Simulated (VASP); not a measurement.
# SnSe2 (P-3m1) in VASP: further runs, part 2 of 2

VASP 6.6.1.

**3. Relaxation of cell and atoms, LDA**

This run uses another cell than the first one, of 24.62 Å³/atom, 0.957 times its volume.

INCAR reads:

```
PREC = Accurate ; ENCUT = 600
EDIFF = 1E-7 ; ISMEAR = 0
SIGMA = 0.03 ; LREAL = F
LASPH = T ; NELM = 80
ALGO = Normal ; ISIF = 3
LWAVE = F ; LCHARG = F
IBRION = 2 ; NSW = 90
EDIFFG = -0.005
```

KPOINTS reads:

```
regular mesh
0
Gamma
  9 9 5
```

POSCAR reads:

```
SnSe2                                   
1.0
    3.8058070308     -0.0000000000      0.0000000000
   -1.9029035154      3.2959255706      0.0000000000
   -0.0000000000     -0.0000000000      5.8878907267
  Sn              Se            
     1     2
Direct
     1.0000000000000000    0.0000000000000000    0.0000000000000000
     0.3333333332999970    0.6666666667000030    0.2677710309328937
     0.6666666667000030    0.3333333332999970    0.7322289690671062
```

Potentials or basis: VASP PAW LDA potentials, release 64 (Sn_d, Se).

Run with:

```console
$ cat potpaw_LDA.64/Sn_d/POTCAR potpaw_LDA.64/Se/POTCAR > POTCAR
$ mpirun -np 1 vasp_std > vasp.out
```

OUTCAR:

```text
PREC = Accurate
   ENCUT = 600
   EDIFF = 1E-7
   ISMEAR = 0
   LREAL = F
   LASPH = T
   NELM = 80
   ISIF = 3
   IBRION = 2
   NSW = 90
   EDIFFG = -0.005

 ion  position               nearest neighbor table
   1  0.000  0.000  0.000-   2 2.70   3 2.70   3 2.70   2 2.70   3 2.70   2 2.70
   2  0.333  0.667  0.268-   1 2.70   1 2.70   1 2.70
   3  0.667  0.333  0.732-   1 2.70   1 2.70   1 2.70

  LATTYP: Found a hexagonal cell.
 ALAT       =     3.8058070308
 C/A-ratio  =     1.5470807319

  Lattice vectors:

 A1 = (   3.8058070308,   0.0000000000,   0.0000000000)
 A2 = (  -1.9029035154,   3.2959255706,   0.0000000000)
 A3 = (   0.0000000000,   0.0000000000,   5.8878907267)

Analysis of symmetry for initial positions (statically):
=====================================================================
 Subroutine PRICEL returns:
 Original cell was already a primitive cell.

 Routine SETGRP: Setting up the symmetry group for a
 hexagonal supercell.

 Subroutine GETGRP returns: Found 12 space group operations
 (whereof 12 operations were pure point group operations)
 out of a pool of 24 trial point group operations.

The static configuration has the point symmetry D_3d.

Analysis of symmetry for dynamics (positions and initial velocities):
=====================================================================
 Subroutine PRICEL returns:
 Original cell was already a primitive cell.

 Routine SETGRP: Setting up the symmetry group for a
 hexagonal supercell.

 Subroutine GETGRP returns: Found 12 space group operations
 (whereof 12 operations were pure point group operations)
 out of a pool of 24 trial point group operations.

The dynamic configuration has the point symmetry D_3d.
[... 174 lines left out ...]
      0.00000      0.00000      0.00000         0.000000      0.000000      0.000000
     -0.00000      2.19728      1.57661         0.000000      0.000000      0.007922
      1.90290      1.09864      4.31128        -0.000000     -0.000000     -0.007922
 -----------------------------------------------------------------------------------
    total drift:                                0.000000     -0.000000      0.000000

  FREE ENERGIE OF THE ION-ELECTRON SYSTEM (eV)
  ---------------------------------------------------
  free  energy   TOTEN  =       -13.7935866930 eV

  energy  without entropy=      -13.7935866929  energy(sigma->0) =      -13.79358669

--------------------------------------- Ionic step        2  -------------------------------------------

 number of electron      25.9999989 magnetization

 Free energy of the ion-electron system (eV)
  ---------------------------------------------------
  ext. energy  EPLUGINS =         0.00000000
  ---------------------------------------------------
  free energy    TOTEN  =       -13.79360162 eV

  energy without entropy =      -13.79360162  energy(sigma->0) =      -13.79360162

 E-fermi :   5.0016     XC(G=0): -10.0541

 val. band max:        4.8440018071   @ k =   0.1111   0.0000   0.0000
 cond. band min:       5.1355699636   @ k =   0.0000   0.4444   0.4000
 fundamental gap:      0.2915681565
 Fermi energy:         5.0015616553

 k-point     1 :       0.0000    0.0000    0.0000
  band No.  band energies     occupation
      1     -16.5676      2.00000
      2     -16.5676      2.00000
      3     -16.5262      2.00000
      4     -16.5132      2.00000
      5     -16.5132      2.00000
      6      -9.4328      2.00000
[... 457 lines left out ...]
      4     -16.5111      2.00000
      5     -16.4983      2.00000
      6      -8.5406      2.00000
[... 9 lines left out ...]
     16       9.6747      0.00000
     17      11.0772      0.00000

 [... further k-points ...]

------------------------ aborting loop because EDIFF is reached ----------------------------------------

  FORCE on cell =-STRESS in cart. coord.  units (eV):
  Direction    XX          YY          ZZ          XY          YZ          ZX
  --------------------------------------------------------------------------------------
  -------------------------------------------------------------------------------------
  Total       -0.0130244     -0.0130244      0.0015972      0.0000000      0.0000000     -0.0000000
  in kB       -0.2825183     -0.2825183      0.0346452      0.0000000      0.0000000     -0.0000000
  external PRESSURE =      -0.1767971 kB  Pullay stress =       0.0000000 kB

 VOLUME and BASIS-vectors are now :
 -----------------------------------------------------------------------------
  energy-cutoff  :      600.00
  volume of cell :       73.86
      direct lattice vectors                 reciprocal lattice vectors
     3.805093654 -0.000000000 -0.000000000     0.262805621  0.151730896  0.000000000
    -1.902546827  3.295307768  0.000000000     0.000000000  0.303461792  0.000000000
    -0.000000000  0.000000000  5.890617122     0.000000000  0.000000000  0.169761500

 POSITION                                       TOTAL-FORCE (eV/Angst)
 -----------------------------------------------------------------------------------
      0.00000     -0.00000     -0.00000         0.000000      0.000000      0.000000
     -0.00000      2.19687      1.57772         0.000000     -0.000000     -0.000242
      1.90255      1.09844      4.31290        -0.000000      0.000000      0.000242
 -----------------------------------------------------------------------------------
    total drift:                               -0.000000      0.000000     -0.000000

  FREE ENERGIE OF THE ION-ELECTRON SYSTEM (eV)
  ---------------------------------------------------
  free  energy   TOTEN  =       -13.7936016242 eV

  energy  without entropy=      -13.7936016242  energy(sigma->0) =      -13.79360162

 reached required accuracy - stopping structural energy minimisation
```

CONTCAR:

```text
SnSe2
   1.00000000000000
     3.8050936537855327   -0.0000000000000000   -0.0000000000000000
    -1.9025468268927663    3.2953077679829810    0.0000000000000000
    -0.0000000000000000    0.0000000000000000    5.8906171221935493
  Sn              Se
     1     2
Direct
     0.0000000000000000    0.0000000000000000    0.0000000000000000
     0.3333333332999970    0.6666666667000030    0.2678359392974740
     0.6666666667000030    0.3333333332999970    0.7321640607025259

  0.00000000E+00  0.00000000E+00  0.00000000E+00
  0.00000000E+00  0.00000000E+00  0.00000000E+00
  0.00000000E+00  0.00000000E+00  0.00000000E+00
```

Run time: 42 s. Hardware: 1 thread of AMD EPYC 9R45 (Zen 5), shared host; peak memory 0.19 GiB.

What came out:

```yaml
Free_energy: -13.7936 eV
Energy_gained_by_relaxing: 0.0 meV/atom
Ionic_steps: 2
Pressure_after_relaxing: 0.0 GPa
Band_gap_on_the_k_mesh: 0.29 eV, indirect (least direct gap 0.67 eV)
```

Final structure:
```cif
data_structure
_symmetry_space_group_name_H-M 'P 1'
_symmetry_Int_Tables_number 1
_cell_length_a 3.8051
_cell_length_b 3.8051
_cell_length_c 5.8906
_cell_angle_alpha 90.000
_cell_angle_beta 90.000
_cell_angle_gamma 120.000
_cell_volume 73.86
loop_
_atom_site_label
_atom_site_type_symbol
_atom_site_fract_x
_atom_site_fract_y
_atom_site_fract_z
_atom_site_occupancy
Sn1 Sn 0.00000 0.00000 0.00000 1
Se1 Se 0.33333 0.66667 0.26784 1
Se2 Se 0.66667 0.33333 0.73216 1
```

Caveat: spin-orbit coupling is left out, which moves the levels of the heavy elements; an odd mesh through Γ misses points on the zone boundary, where band edges often lie.

**4. Relaxation of cell and atoms, LDA**

INCAR reads:

```
PREC = Accurate
ENCUT = 600
EDIFF = 1E-6
ISMEAR = 0
SIGMA = 0.03
LREAL = F
LASPH = T
NELM = 80
ALGO = Normal
ISIF = 3
LWAVE = F
LCHARG = F
GGA = CA
IBRION = 2
NSW = 90
EDIFFG = -0.01
KPAR = 2
```

KPOINTS reads:

```
Automatic mesh
0
Gamma
  9 9 5
```

POSCAR reads:

```
SnSe2
1.0
    3.8110000000      0.0000000000      0.0000000000
   -1.9055000000      3.3004228138      0.0000000000
    0.0000000000      0.0000000000      6.1360000000
Sn Se
1 2
Direct
    0.0000000000      0.0000000000      0.0000000000
    0.3333333333      0.6666666667      0.2490000000
    0.6666666667      0.3333333333      0.7510000000
```

Run with:

```console
$ cat potpaw_LDA.64/Sn_d/POTCAR potpaw_LDA.64/Se/POTCAR > POTCAR
$ mpirun -np 2 vasp_std > vasp.out
```

Run time: 3.8 min. Hardware: 2 MPI ranks of AMD EPYC 9R14 (Zen 4), shared host; peak memory 0.19 GiB.

It converged, with:

```
Free energy                            : -13.7938 eV
Relaxed volume                         : 24.62 Å³/atom
Relaxed cell                           : a = 3.806 Å, b = 3.806 Å, c = 5.888 Å, α = 90.00°, β = 90.00°, γ = 120.00°
Space group after relaxing (to 0.05 Å) : P-3m1 (No. 164)
Energy gained by relaxing              : 12.6 meV/atom
Ionic steps                            : 16
Pressure after relaxing                : 0.0 GPa
Largest force after relaxing           : 0.008 eV/Å
Band gap on the k mesh                 : 0.29 eV, indirect (least direct gap 0.66 eV)
```

Forces in eV/Å, atoms in the order of the input:
```
Sn   0.000  0.000  0.000
Se   0.000  0.000  0.008
Se   0.000  0.000 -0.008
```

Stress tensor (GPa, compression positive):
```
-0.05  0.00  0.00
 0.00 -0.05  0.00
 0.00  0.00  0.04
```

Step by step:
```
step  energy change (eV)  largest force (eV/Å)  pressure (GPa)  volume (Å³)
   1              0.0000                0.5067            0.99        77.18
   2             -0.0127                0.0140           -1.48        78.96
   3             -0.0151                0.1300           -0.81        78.45
   4             -0.0216                0.0895           -0.36        77.45
   5             -0.0226                0.0638           -0.07        76.85
   6             -0.0249                0.0798            0.05        76.48
   7             -0.0301                0.1280            0.42        75.36
   8             -0.0311                0.2212            1.38        73.13
   9             -0.0324                0.1898            1.00        73.99
  10             -0.0332                0.1749            0.91        73.97
  11             -0.0354                0.1311            0.67        73.91
  12             -0.0375                0.0463            0.20        73.80
  13             -0.0376                0.0234            0.08        73.76
  14             -0.0376                0.0203            0.06        73.76
  15             -0.0377                0.0170            0.04        73.78
  16             -0.0377                0.0076           -0.02        73.86
```

Final structure:
```
Sn Se
1.0
     3.80581    0.00000    0.00000
    -1.90290    3.29593    0.00000
     0.00000    0.00000    5.88789
Sn Se
1 2
Direct
  0.00000 0.00000 0.00000
  0.33333 0.66667 0.26777
  0.66667 0.33333 0.73223
```

Levels at points of the mesh, in eV from the valence-band top:
```tsv
k point	band 11	band 12	band 13	band 14	band 15	band 16
(0.00, 0.00, 0.00)	-0.67	-0.67	-0.10	0.56	2.71	4.37
```

Caveat: spin-orbit coupling is left out, which moves the levels of the heavy elements; an odd mesh through Γ misses points on the zone boundary, where band edges often lie.

**5. Relaxation of cell and atoms, LDA**

This run uses another cell than the first one, of 24.62 Å³/atom, 0.957 times its volume.

INCAR, as its differences from that of step 4:

```diff
@@ -2,3 +2,3 @@
 ENCUT = 600
-EDIFF = 1E-6
+EDIFF = 1E-7
 ISMEAR = 0
@@ -15,3 +15,3 @@
 NSW = 90
-EDIFFG = -0.01
+EDIFFG = -0.005
 KPAR = 2
```

KPOINTS is that of step 4.

POSCAR reads:

```
SnSe2                                   
1.0
    3.8058070327     -0.0000000000      0.0000000000
   -1.9029035163      3.2959255722     -0.0000000000
   -0.0000000000      0.0000000000      5.8878907099
  Sn              Se            
     1     2
Direct
     0.0000000000000000    0.0000000000000000    1.0000000000000000
     0.3333333332999970    0.6666666667000030    0.2677710317510849
     0.6666666667000030    0.3333333332999970    0.7322289682489154
```

Run with:

```console
$ cat potpaw_LDA.64/Sn_d/POTCAR potpaw_LDA.64/Se/POTCAR > POTCAR
$ mpirun -np 2 vasp_std > vasp.out
```

Wall time 29 s (2 MPI ranks of AMD EPYC 9R14 (Zen 4), shared host); peak memory 0.18 GiB.

The run converged. Its results:

```yaml
Free_energy: -13.7936 eV
Energy_gained_by_relaxing: 0.0 meV/atom
Ionic_steps: 2
Pressure_after_relaxing: 0.0 GPa
Band_gap_on_the_k_mesh: 0.29 eV, indirect (least direct gap 0.67 eV)
```

Final structure:
```cif
data_structure
_symmetry_space_group_name_H-M 'P 1'
_symmetry_Int_Tables_number 1
_cell_length_a 3.8051
_cell_length_b 3.8051
_cell_length_c 5.8906
_cell_angle_alpha 90.000
_cell_angle_beta 90.000
_cell_angle_gamma 120.000
_cell_volume 73.86
loop_
_atom_site_label
_atom_site_type_symbol
_atom_site_fract_x
_atom_site_fract_y
_atom_site_fract_z
_atom_site_occupancy
Sn1 Sn 0.00000 0.00000 0.00000 1
Se1 Se 0.33333 0.66667 0.26784 1
Se2 Se 0.66667 0.33333 0.73216 1
```

Levels at points of the mesh, in eV from the valence-band top:
```csv
k point,band 11,band 12,band 13,band 14,band 15,band 16
"(0.00, 0.00, 0.00)",-0.66,-0.66,-0.10,0.57,2.72,4.38
```

Caveat: spin-orbit coupling is left out, which moves the levels of the heavy elements; an odd mesh through Γ misses points on the zone boundary, where band edges often lie.
